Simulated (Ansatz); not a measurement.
## LiF: pressure against volume

LiF, Fm-3m, a = 4.067 Å. Ansatz: PBE, PAW, 420 eV, Γ-centred 10×10×10 mesh on 2 atoms, Gaussian smearing 0.02 eV; no spin polarisation. Symmetry fixes shape and atoms, so the cell is only scaled; pressure is positive in compression.

```tsv
V (Å³/atom)	P (GPa)
7.905	4.79
8.157	2.24
8.409	0.04
8.661	?
8.914	-3.44
```

**Question.** Take V0 = 8.409 Å³/atom, count pressures from its P0 = 0.04 GPa, fit the third-order Birch–Murnaghan form to the other rows, and predict the missing pressure.

**Answer.** With the Eulerian strain f = ½[(V0/V)^(2/3) − 1] and y = (P − P0)/[3f(1 + 2f)^(5/2)], the form is the line y = B0 + 1.5 B0 (B0′ − 4) f. Rows (f, y): 0.02103, 67.9; 0.01025, 68.0; -0.01907, 67.0. Means f = 0.004070, y = 67.633; Σ(Δf)² = 0.0008613, ΣΔfΔy = 0.02144; the slope is their ratio. y = 67.53 + 24.90 f GPa, so B0 = 67.5 GPa and B0′ = 4 + 2 × (24.90)/(3 × 67.53) = 4.25. At V = 8.661, f = -0.00975, y = 67.29 and P = -1.83 GPa. The run gave -1.83 GPa, the same to the digits shown.